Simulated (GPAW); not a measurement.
A run of GPAW 26.7.0 is set up as follows.

The input run.py:

```python
from ase import Atoms
from ase.eos import EquationOfState
from ase.io import Trajectory
from ase.units import GPa
from gpaw import GPAW, PW, setup_paths

setup_paths.insert(0, '.')

atoms = Atoms(['Ta', 'K', 'O', 'O', 'O'],
              cell=[[3.9883, 0.0, 0.0],
                    [0.0, 3.9883, 0.0],
                    [0.0, 0.0, 3.9883]],
              scaled_positions=[[0.0, 0.0, 0.0],
                                [0.5, 0.5, 0.5],
                                [0.0, 0.0, 0.5],
                                [0.0, 0.5, 0.0],
                                [0.5, 0.0, 0.0]],
              pbc=True)

traj = Trajectory('eos.traj', 'w')
volumes, energies = [], []
for x in [0.94, 0.96, 0.98, 1.0, 1.02, 1.04, 1.06]:
    a = atoms.copy()
    a.set_cell(atoms.cell * x**(1 / 3), scale_atoms=True)
    calc = GPAW(mode=PW(800),
                xc='PBEsol',
                kpts={'size': (7, 7, 7), 'gamma': True},
                occupations={'name': 'fermi-dirac', 'width': 0.05},
                nbands=36,
                convergence={'density': 1e-05, 'energy': 1e-05},
                maxiter=150,
                txt=f'eos-{x:.2f}.txt')
    a.calc = calc
    energies.append(a.get_potential_energy(force_consistent=True))
    volumes.append(a.get_volume())
    p = -a.get_stress()[:3].mean() / GPa
    calc.write(f'eos-{x:.2f}.gpw')
    traj.write(a)
    print(f'{x:.2f} {volumes[-1]:10.4f} A^3 {energies[-1]:14.6f} eV {p:9.3f} GPa', flush=True)

v0, e0, B = EquationOfState(volumes, energies, eos='birchmurnaghan').fit()
print(f'V0 = {v0:.4f} A^3, E0 = {e0:.6f} eV, B0 = {B / GPa:.2f} GPa')
```

Potentials or basis: PAW data sets generated in the run's folder for this functional, pw.

Launch:

```console
$ gpaw-setup -f PBEsol K O Ta
$ OMP_NUM_THREADS=1 python run.py
```

Question: What does it give for the bulk modulus?

Answer: 202 GPa.

Question: Estimate the equilibrium volume.

Answer: 12.69 Å³/atom.

Question: What does it give for the pressure derivative of the bulk modulus?

Answer: 4.5.

Energy against volume, from the lowest point:
```csv
volume (Å³/atom),energy (meV/atom)
11.927,32.51
12.180,13.99
12.434,3.41
12.688,0.00
12.942,3.02
13.196,11.75
13.449,25.62
```

Spin-orbit coupling is left out, which matters for the levels of Ta.
